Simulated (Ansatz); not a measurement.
Input for Ansatz (plane-wave DFT, PAW):

```yaml
crystal:
  lattice:
    - [3.022086041, 0.0, 0.0]
    - [-1.5110430205, 2.6172032839, 0.0]
    - [0.0, 0.0, 2.9561230571]
  atoms:
    - { symbol: Ta, position: [0.3333333333, 0.6666666667, 0.5] }
    - { symbol: "N", position: [0.0, 0.0, 0.0] }
basis:
  ecutwfc: 420
kpoints:
  mp_grid: { grid: [18, 18, 14] }
hamiltonian:
  xc: pbesol
scf:
  occupations: { method: gaussian, width: 0.1 }
output:
  forces: true
  stress: true
  eigenvalues: true
relax:
  adjacent_minimum: "off"
  f_tol: 0.01
  max_steps: 30
  cell: { stress_tol: 0.1, fix: [volume] }
```

Command:
```bash
ansatz run input.yaml --threads 1 --pin off --max-ram 2560MiB --backend cpu --events-out ev --progress --plain --runs-dir out
```

These are results of DFT PBEsol, scalar-relativistic, plane waves, PAW (Ansatz 0.2.0), not measurements.

From the run's log, abridged (iterations and final results):

```
SCF iter   1: F=—  HF=-10187.451538 eV  |F-HF|=—  |Δ(HF+E_count)|=         —  Δρ=1.52e-2  dr2=5.02e-2  ethr=1.77e-3  ⟨swp⟩=5.8  Hψ=19282  notcnv=0
SCF iter   2: F=—  HF=-10187.445531 eV  |F-HF|=—  |Δ(HF+E_count)|=   6.01e-3  Δρ=8.86e-3  dr2=1.99e-2  ethr=2.79e-4  ⟨swp⟩=1.0  Hψ=6216  notcnv=0
SCF iter   3: F=—  HF=-10187.441546 eV  |F-HF|=—  |Δ(HF+E_count)|=   3.98e-3  Δρ=8.94e-4  dr2=1.37e-4  ethr=1.11e-4  ⟨swp⟩=2.1  Hψ=4750  notcnv=0
SCF iter   4: F=—  HF=-10187.441482 eV  |F-HF|=—  |Δ(HF+E_count)|=   6.39e-5  Δρ=1.80e-4  dr2=4.91e-6  ethr=7.60e-7  ⟨swp⟩=2.1  Hψ=6178  notcnv=0
SCF iter   5: F=—  HF=-10187.441487 eV  |F-HF|=—  |Δ(HF+E_count)|=   5.17e-6  Δρ=1.79e-5  dr2=3.79e-8  ethr=2.73e-8  ⟨swp⟩=2.3  Hψ=5385  notcnv=0
SCF iter   6: F=-10187.441487 eV  HF=-10187.441487 eV  |F-HF|=2.71e-10  |Δ(HF+E_count)|=   3.14e-9  Δρ=2.87e-6  dr2=4.61e-10  ethr=2.10e-10  ⟨swp⟩=2.2  Hψ=13599  notcnv=0
the search or the solves at the SCF's close seem to have found levels that the self-consistency loop had missed (the run counts 1). By its estimate they hold under 1e-12 electrons; where the run keeps them, the occupations were computed again with them
SCF 1 converged in 6 iterations: F = -10187.441487 eV  dr2 = 4.61e-10
relax step   1: F+E_penalty+E_count = -10187.44148730 eV  Δ(F+E_penalty+E_count) = +0.000e0 eV  max|allowed force component| = 1.850e-17 eV/Å  Δτ_max = 0.0000 Å  P = -28.081 GPa  Ω = 23.381 Å³  fix = [volume]  reactions: volume -28.081 GPa (6 SCF iters, dr2 threshold 1.00e-7 eV, accepted)
Basis set: ecut = 420 eV, 441 PW (Γ), exchange–correlation on 48×48×40 points (8 copies of the dense FFT grid, shifted against one another)
Initial density: handed on by an earlier stage of this run
Initial wavefunctions: those handed on with the density
SCF iter   1: F=—  HF=-10187.440812 eV  |F-HF|=—  |Δ(HF+E_count)|=         —  Δρ=1.12e-3  dr2=2.88e-4  ethr=9.83e-7  ⟨swp⟩=2.1  Hψ=24316  notcnv=0
SCF iter   2: F=—  HF=-10187.440704 eV  |F-HF|=—  |Δ(HF+E_count)|=   1.08e-4  Δρ=3.55e-4  dr2=1.74e-5  ethr=9.83e-7  ⟨swp⟩=2.9  Hψ=6370  notcnv=0
SCF iter   3: F=—  HF=-10187.440710 eV  |F-HF|=—  |Δ(HF+E_count)|=   5.99e-6  Δρ=7.80e-5  dr2=3.47e-7  ethr=7.98e-8  ⟨swp⟩=2.4  Hψ=5460  notcnv=0
SCF iter   4: F=-10187.440710 eV  HF=-10187.440710 eV  |F-HF|=1.19e-9  |Δ(HF+E_count)|=   1.88e-7  Δρ=5.30e-6  dr2=1.86e-9  ethr=1.59e-9  ⟨swp⟩=2.4  Hψ=6004  notcnv=0
SCF iter   5: F=-10187.440710 eV  HF=-10187.440710 eV  |F-HF|=1.82e-12  |Δ(HF+E_count)|=   1.35e-9  Δρ=3.97e-7  dr2=1.24e-11  ethr=8.53e-12  ⟨swp⟩=2.5  Hψ=6175  notcnv=0
SCF iter   6: F=-10187.440710 eV  HF=-10187.440710 eV  |F-HF|=7.28e-12  |Δ(HF+E_count)|=    0.00e0  Δρ=5.76e-8  dr2=3.65e-13  ethr=1.00e-12  ⟨swp⟩=1.0  Hψ=8880  notcnv=0
SCF 2 converged in 6 iterations: F = -10187.440710 eV  dr2 = 3.65e-13
relax step   2: F+E_penalty+E_count = -10187.44071036 eV  Δ(F+E_penalty+E_count) = +7.769e-4 eV  max|allowed force component| = 1.480e-16 eV/Å  Δτ_max = 0.0000 Å  P = -27.894 GPa  Ω = 23.381 Å³  energy of the carried Pulay correction = -1.984e-5 eV  fix = [volume]  (6 SCF iters, dr2 threshold 2.00e-7 eV, rejected (line search))
SCF iter   1: F=—  HF=-10187.441675 eV  |F-HF|=—  |Δ(HF+E_count)|=         —  Δρ=8.03e-4  dr2=1.47e-4  ethr=4.97e-7  ⟨swp⟩=2.5  Hψ=24305  notcnv=0
SCF iter   2: F=—  HF=-10187.441619 eV  |F-HF|=—  |Δ(HF+E_count)|=   5.54e-5  Δρ=2.56e-4  dr2=9.10e-6  ethr=4.97e-7  ⟨swp⟩=3.0  Hψ=6442  notcnv=0
SCF iter   3: F=—  HF=-10187.441624 eV  |F-HF|=—  |Δ(HF+E_count)|=   4.73e-6  Δρ=5.56e-5  dr2=1.78e-7  ethr=4.71e-8  ⟨swp⟩=2.5  Hψ=5429  notcnv=0
SCF iter   4: F=—  HF=-10187.441624 eV  |F-HF|=—  |Δ(HF+E_count)|=   4.60e-7  Δρ=3.81e-6  dr2=9.72e-10  ethr=9.22e-10  ⟨swp⟩=2.3  Hψ=6138  notcnv=0
SCF iter   5: F=-10187.441624 eV  HF=-10187.441624 eV  |F-HF|=1.82e-12  |Δ(HF+E_count)|=  6.95e-10  Δρ=2.44e-7  dr2=3.91e-12  ethr=5.03e-12  ⟨swp⟩=2.5  Hψ=6139  notcnv=0
SCF iter   6: F=-10187.441624 eV  HF=-10187.441624 eV  |F-HF|=1.82e-12  |Δ(HF+E_count)|=  3.64e-12  Δρ=1.85e-8  dr2=3.86e-14  ethr=1.00e-12  ⟨swp⟩=2.6  Hψ=11783  notcnv=0
SCF 3 converged in 6 iterations: F = -10187.441624 eV  dr2 = 3.86e-14
relax step   3: F+E_penalty+E_count = -10187.44162448 eV  Δ(F+E_penalty+E_count) = -1.372e-4 eV  max|allowed force component| = 1.295e-16 eV/Å  Δτ_max = 0.0000 Å  P = -28.030 GPa  Ω = 23.381 Å³  energy of the carried Pulay correction = -5.642e-6 eV  fix = [volume]  reactions: volume -28.030 GPa (6 SCF iters, accepted)
Initial wavefunctions: pseudopotential atomic-orbital guess (no wavefunctions were taken with the density)
SCF iter   1: F=—  HF=-10187.441622 eV  |F-HF|=—  |Δ(HF+E_count)|=         —  Δρ=8.58e-5  dr2=3.75e-8  ethr=1.09e-7  ⟨swp⟩=3.1  Hψ=30356  notcnv=0
SCF iter   2: F=—  HF=-10187.441629 eV  |F-HF|=—  |Δ(HF+E_count)|=   6.40e-6  Δρ=4.29e-5  dr2=9.45e-9  ethr=2.08e-10  ⟨swp⟩=2.2  Hψ=6249  notcnv=0
SCF iter   3: F=—  HF=-10187.441629 eV  |F-HF|=—  |Δ(HF+E_count)|=   3.67e-7  Δρ=1.39e-6  dr2=3.13e-10  ethr=5.25e-11  ⟨swp⟩=1.0  Hψ=3848  notcnv=0
SCF iter   4: F=-10187.441629 eV  HF=-10187.441629 eV  |F-HF|=2.00e-11  |Δ(HF+E_count)|=  7.09e-11  Δρ=3.49e-7  dr2=2.85e-11  ethr=1.74e-12  ⟨swp⟩=2.7  Hψ=6005  notcnv=0
SCF iter   5: F=-10187.441629 eV  HF=-10187.441629 eV  |F-HF|=5.46e-12  |Δ(HF+E_count)|=  3.64e-12  Δρ=8.36e-8  dr2=1.61e-12  ethr=1.00e-12  ⟨swp⟩=1.0  Hψ=3848  notcnv=0
SCF iter   6: F=-10187.441629 eV  HF=-10187.441629 eV  |F-HF|=3.64e-12  |Δ(HF+E_count)|=  5.46e-12  Δρ=1.81e-8  dr2=7.55e-14  ethr=1.00e-12  ⟨swp⟩=1.0  Hψ=3848  notcnv=0
SCF iter   7: F=-10187.441629 eV  HF=-10187.441629 eV  |F-HF|=5.46e-12  |Δ(HF+E_count)|=  9.09e-12  Δρ=5.33e-9  dr2=5.40e-15  ethr=1.00e-12  ⟨swp⟩=1.0  Hψ=3848  notcnv=0
SCF iter   8: F=-10187.441629 eV  HF=-10187.441629 eV  |F-HF|=3.64e-12  |Δ(HF+E_count)|=  1.09e-11  Δρ=6.60e-10  dr2=5.18e-17  ethr=1.00e-12  ⟨swp⟩=1.9  Hψ=9306  notcnv=0
SCF 4 converged in 8 iterations: F = -10187.441629 eV  dr2 = 5.18e-17
SCF converged after 8 iterations
Free energy (F): -10187.441629 eV
Harris-Foulkes:  -10187.441629 eV  (|F-HF|=3.64e-12)
Internal energy: -10187.441343 eV  (E = F + TS)
E sigma→0 (E₀):  -10187.441486 eV
Entropy (-TS):   -0.000287 eV (-0.143 meV/atom)
Fermi energy:    18.307513 eV
--- Per-component energies (eV) ---
  E_band       = -84.467098
  E_kinetic    = 492.838585
  E_local      = -659.440541  (includes V_loc(G=0)·N_el)
  E_nonlocal   = 61.348608
  E_hartree    = 216.875425
  E_xc         = -276.019650
  E_vxc        = -279.215750  (∫ρ·V_xc dr)
  E_paw        = -8394.360839  (= ΣΔE_a)
  E_vpaw       = -133.749056  (= ΣTr[D̂ρ^β])
  E_aug_tail   = 0.000205  (compensation charges beyond the density's cutoff)
  E_ewald      = -1628.924882
  E_core_change = 0.241745  (= ΣΔE_core)
  E_smearing   = -0.000287  (= −TS)
--- Forces (eV/Å), atoms counted from 1 ---
  atom   1  Ta     0.00000000     0.00000000     0.00000000
  atom   2  N      0.00000000     0.00000000     0.00000000
--- Stress (GPa, compression-positive) ---
      -28.023747       0.000000       0.000000
        0.000000     -28.023747       0.000000
        0.000000       0.000000     -28.042227
  P = ⅓ Tr σ = -28.0299 GPa (-280.299 kbar)
--- Band table (eV; the first three rows and the last of 296) ---
  k-point 0: bands = ["-50.2935", "-16.6321", "-16.4231", "-16.4231", "1.2043", "14.0599", "14.0599", "14.4737", "15.5431", "19.8822", "21.5756", "21.5756", "21.8681"]
  k-point 1: bands = ["-50.2917", "-16.6697", "-16.4201", "-16.4201", "1.2951", "14.0184", "14.0991", "14.0991", "15.9099", "20.0887", "20.8905", "20.8905", "22.3864"]
  k-point 2: bands = ["-50.2866", "-16.7737", "-16.4114", "-16.4114", "1.5560", "13.1433", "14.2098", "14.2098", "16.6162", "20.0629", "20.0629", "20.6208", "22.7131"]
  k-point 295: bands = ["-50.2008", "-17.1395", "-16.8780", "-16.8305", "3.1264", "10.7361", "12.0619", "14.5138", "17.9359", "22.0880", "22.8123", "24.3484", "25.1535"]
--- Relaxed structure (3 steps of the walk, 2 accepted, 1 SCFs on fresh bases) ---
  F+E_penalty+E_count = -10187.44162917 eV   max|allowed force component| = 9.252e-17 eV/Å   (the final SCF, on the basis selected at the relaxed cell)
  cell:  # Å, volume = 23.3812 Å³
    - [3.02442008, 0.0, 0.0]
    - [-1.51221004, 2.61922462, 0.0]
    - [0.0, 0.0, 2.95156215]
  atoms:
    - { symbol: Ta, position: [0.33333333, 0.66666666, 0.5] }
    - { symbol: N, position: [0.0, 0.0, 0.0] }
```

The relaxation met its thresholds.

The run took 71 s on 1 thread of Arm Neoverse N1, with other jobs on the host, peak memory 0.41 GiB.

Spin–orbit coupling is left out, which can shift energies with elements as heavy as these.